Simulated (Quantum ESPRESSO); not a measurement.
TiC:

```
CELL_PARAMETERS angstrom
0.00000 2.16572 2.16572
2.16572 0.00000 2.16572
2.16572 2.16572 0.00000
ATOMIC_POSITIONS crystal
Ti 0.00000 0.00000 0.00000
C 0.50000 0.50000 0.50000
```

The cell is a database's computed one.

- Program: Quantum ESPRESSO 7.5
- Task: phonons and electron-phonon coupling
- Functional: PBE
- Potentials or basis: GBRV 1.5 PBE
- Cutoff: 612 eV
- Density cutoff: 4898 eV
- k mesh: 8 × 8 × 8
- Occupations: methfessel-paxton, width 0.272 eV
- Spin: no spin polarisation
- Mixing beta: 0.5
- Most SCF iterations: 120
- SCF threshold: 4e-10 Ry
- q mesh: 4 × 4 × 4

The cell and the atoms were relaxed first, to 10.17 Å³/atom (a = 3.064 Å, b = 3.064 Å, c = 3.064 Å, α = 60.00°, β = 60.00°, γ = 60.00°), and the response was taken there.

Question: Is this structure dynamically stable at this level, and how far does the spectrum reach?

Answer: Yes, as far as this q mesh shows: no mode on the path is imaginary. The highest frequency is 720 cm⁻¹.

Phonon frequencies at the corners of the path (cm⁻¹, interpolated; i marks imaginary ones):
| point | frequencies |
| --- | --- |
| Γ | 0 0 0 530 530 530 |
| X | 291 291 355 517 517 581 |
| W | 325 325 344 573 573 642 |
| K | 281 337 363 548 586 638 |
| L | 254 254 450 566 566 720 |
| U | 281 337 363 548 586 638 |

Harmonic thermodynamics per atom at this volume (zero-point energy 82.0 meV, Debye temperature from the second moment 872 K):
| T (K) | free energy (meV) | entropy (k_B) | heat capacity Cv (k_B) |
| --- | --- | --- | --- |
| 50 | 82.0 | 0.02 | 0.06 |
| 100 | 81.7 | 0.17 | 0.47 |
| 200 | 77.6 | 0.81 | 1.45 |
| 298.15 | 67.8 | 1.52 | 2.06 |
| 500 | 30.3 | 2.73 | 2.60 |
| 800 | -58.1 | 4.02 | 2.83 |

Phonon states per cell in windows of 50 cm⁻¹ (negative: imaginary):
```csv
from (cm⁻¹),total,Ti,C
0,0.00,0.00,0.00
50,0.01,0.01,0.00
100,0.06,0.05,0.01
150,0.16,0.15,0.02
200,0.44,0.42,0.03
250,1.09,1.07,0.02
300,0.47,0.46,0.01
350,0.57,0.57,0.01
400,0.19,0.19,0.00
450,0.00,0.00,0.00
500,0.80,0.05,0.76
550,1.26,0.03,1.23
600,0.31,0.01,0.30
650,0.56,0.01,0.54
700,0.08,0.00,0.07
```

Caveat: the k mesh is coarse; the mesh is thin for the phonons of a metal; λ from interpolated matrix elements is rough: modes that symmetry makes equal can differ by tens of percent.
